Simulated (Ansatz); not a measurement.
Input of an Ansatz 0.2.0 run:

input.yaml

```yaml
crystal:
  lattice:
    - [0.0, 1.737572933, 1.737572933]
    - [1.737572933, 0.0, 1.737572933]
    - [1.737572933, 1.737572933, 0.0]
  atoms:
    - { symbol: Ni, position: [0.0, 0.0, 0.0], spin: 1.0 }
hamiltonian:
  xc: { exchange: rpw86, correlation: pbe }
  pseudopotentials: { kind: paw, source: jth }
magnetization:
  spin_polarized: true
kpoints:
  mp_grid: { grid: [13, 13, 13] }
scf:
  occupations: { method: fermi_dirac, width: 0.1 }
  n_extra_bands: 6
output:
  forces: true
  stress: true
  eigenvalues: true
  dos: { projected: false, de: 0.05, nscf_kmesh: { grid: [20, 20, 20] } }
  write_density: true
  write_potential: true
  elf: true
  volumetric_format: npy
```

Potentials or basis: JTH PAW.

Command:

```console
$ ansatz run input.yaml --threads 1 --pin off --max-ram 2560MiB --backend cpu --events-out ev --progress --plain --runs-dir out
```

(1) Predict the pressure.

(2) What does it give for the density of states at the Fermi level?

(3) What does it give for the absolute moment?

(4) Estimate the site moments.

Answers

(1) 18.7 GPa.

(2) 1.52 states/eV per cell.

(3) 0.69 μB per cell.

(4) Ni +0.65 μB.

Caveat: so large a pressure means that the cell lies far from this level's equilibrium, or that cutoff or potentials fall short.
